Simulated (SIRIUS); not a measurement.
## Si2Mo in SIRIUS: the effect of Hubbard term

Crystal: Si2Mo.

```
CELL_PARAMETERS angstrom
-1.60000 1.60000 3.93050
1.60000 -1.60000 3.93050
1.60000 1.60000 -3.93050
ATOMIC_POSITIONS crystal
Mo 0.00000 0.00000 0.00000
Si 0.66700 0.66700 0.00000
Si 0.33300 0.33300 0.00000
```

Alike in all runs:

```yaml
Program: SIRIUS 7.10.0
Task: single point
Functional: PBE
Potentials_or_basis: PseudoDojo 0.4.1 PBE standard (scalar relativistic)
Cutoff: 1102 eV
Density_cutoff: 4408 eV
k_mesh: 8 × 8 × 8
Occupations: fermi-dirac, width 0.05 eV
Spin: no spin polarisation
Libxc_names: "[\"XC_GGA_X_PBE\", \"XC_GGA_C_PBE\"]"
Energy_tol: 1e-08 Ha
Density_tol: 1e-06
Mixer: anderson
Mixing_beta: 0.7
Max_scf: 100
Radial_cutoff_for_the_potentials'_integrals: 6.5 bohr
```

| Hubbard term | pressure (GPa) | largest force (eV/Å) |
| --- | --- | --- |
| none | ? | ? |
| Mo d U = 2 eV | 1.7 | 0.41 |
| Mo d U = 4 eV | 1.2 | 0.53 |
| Mo d U = 6 eV | 1.2 | 0.71 |
| Mo d U = 8 eV | 1.7 | 0.85 |

Task: What does the run with Hubbard term none give?

Result: Pressure 2.3 GPa; largest force 0.31 eV/Å.

Worked out: A parabola through the other rows of the pressure, of slope -0.625 GPa per eV there, extrapolates to 2.7 GPa, against the run's 2.3. A parabola through the other rows of the largest force, of slope 0.0625 eV/Å per eV there, extrapolates to 0.28 eV/Å, against the run's 0.31.

Caveats: the U is typed as a test and isn't derived for this compound (some runs); U without spin polarisation on a metal has little footing (some runs).
